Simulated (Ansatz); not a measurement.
Ligand exchange: C4H9Br + C2H6MgO → C4H10O + C2H5BrMg

Species: C4H9Br (2-bromo-2-methylpropane) `CC(C)(C)Br`, singlet; C2H6MgO `C[CH2][Mg][OH]`, singlet; C4H10O (tert-butanol) `CC(C)(C)O`, singlet; C2H5BrMg `C[CH2][Mg][Br]`, singlet. The partners trade Br for OH: C–Br and Mg–OH bonds give way to C–OH and Mg–Br.

Shapes, held fixed at every level: PBE0-D4/def2-TZVP. Flexible molecules stand in one conformer, not always the lowest. Programs: Ansatz 0.2.0. Electronic energies: no zero-point or thermal term.

```
               level                    kind  ΔE (kJ/mol)  less CCSD(T)/def2-TZVPP
       HF/def2-TZVPP            Hartree–Fock        -99.5                    -34.9
r2SCAN-D4/def2-TZVPP                meta-GGA        -71.0                     -6.4
  wB97M-V/def2-TZVPP  range-separated hybrid        -70.6                     -6.0
  wB97X-V/def2-TZVPP  range-separated hybrid        -73.4                     -8.8
    CCSD(T)/def2-SVP   coupled cluster or CI        -81.9                    -17.3
     CCSD/def2-TZVPP   coupled cluster or CI        -68.5                     -3.9
  CCSD(T)/def2-TZVPP   coupled cluster or CI        -64.6                      0.0
```

The highest level, CCSD(T)/def2-TZVPP, gives ΔE = -64.6 kJ/mol; the levels span -99.5 to -64.6. The column of differences is taken from that level and isn't an error. No measured value is set beside it here. Relativity is left out for Br. Outer-core shells of Br, Mg are correlated in most correlated rows, in sets that cover them unevenly. CCSD(T)/def2-TZVPP lies outside the range of all other levels here, so it shouldn't be taken on trust.
